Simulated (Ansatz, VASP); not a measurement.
FeO (Wuestite) in VASP and in Ansatz

The input INCAR:

```
PREC     = Accurate       # precision mode
ENCUT    = 520            # plane-wave cutoff, eV
EDIFF    = 1E-6           # SCF threshold, eV
ISMEAR   = -1             # smearing method
SIGMA    = 0.05           # smearing width, eV
LREAL    = False          # projectors in reciprocal space
LASPH    = True           # aspherical terms in the spheres
NELM     = 100            # most SCF steps
ALGO     = Normal         # electronic algorithm
ISIF     = 2              # what is computed and relaxed
LWAVE    = False          # write WAVECAR
LCHARG   = False          # write CHGCAR
GGA      = PE             # functional
NBANDS   = 14             # bands
```

KPOINTS

```
regular mesh
0
Gamma
  11 11 11
```

Contents of POSCAR:

```
FeO
1.0
    0.0000000000      2.1554000000      2.1554000000
    2.1554000000      0.0000000000      2.1554000000
    2.1554000000      2.1554000000      0.0000000000
Fe O
1 1
Direct
    0.0000000000      0.0000000000      0.0000000000
    0.5000000000      0.5000000000      0.5000000000
```

Contents of input.yaml:

```yaml
crystal:
  lattice:
    - [0.0, 2.1554, 2.1554]
    - [2.1554, 0.0, 2.1554]
    - [2.1554, 2.1554, 0.0]
  atoms:
    - { symbol: Fe, position: [0.0, 0.0, 0.0] }
    - { symbol: O, position: [0.5, 0.5, 0.5] }
hamiltonian:
  xc: pbe
  pseudopotentials: { kind: paw }
kpoints:
  mp_grid: { grid: [11, 11, 11] }
scf:
  occupations: { method: fermi_dirac, width: 0.05 }
output:
  forces: true
  stress: true
  eigenvalues: true
```

Alike in both runs: task single point; functional PBE; k mesh 11 × 11 × 11; occupations fermi-dirac, width 0.05 eV; no spin polarisation.

|  | VASP | Ansatz |
| --- | --- | --- |
| version | VASP 6.6.1 | Ansatz 0.2.0 |
| potentials or method | VASP PAW PBE potentials, release 64 (Fe, O) | Ansatz PAW |
| plane-wave cutoff (eV) | 520 | 420 |
| valence electrons in the cell | 14 | 22 |

```csv
,VASP,Ansatz,Ansatz less VASP
gap on the k mesh at the Fermi level (eV),none,none,-
pressure (GPa),-25.4,-25.7,-0.31
```

A gap of «none» marks a metal or a gap that the smearing closes. The two sets of potentials don't hold the same shells in valence.

Caveats: the run has no spin polarisation, though such a crystal can be magnetic; semilocal functionals often make such compounds metallic where correlation or magnetic order opens a gap, which also shifts bond lengths; so large a pressure means that the cell lies far from this level's equilibrium, or that cutoff or potentials fall short (VASP); the pressure holds a Pulay correction of +0.7 GPa for the finite cutoff (Ansatz). Spin polarisation is off, so any magnetic state and its effect on volume and gap are missing.
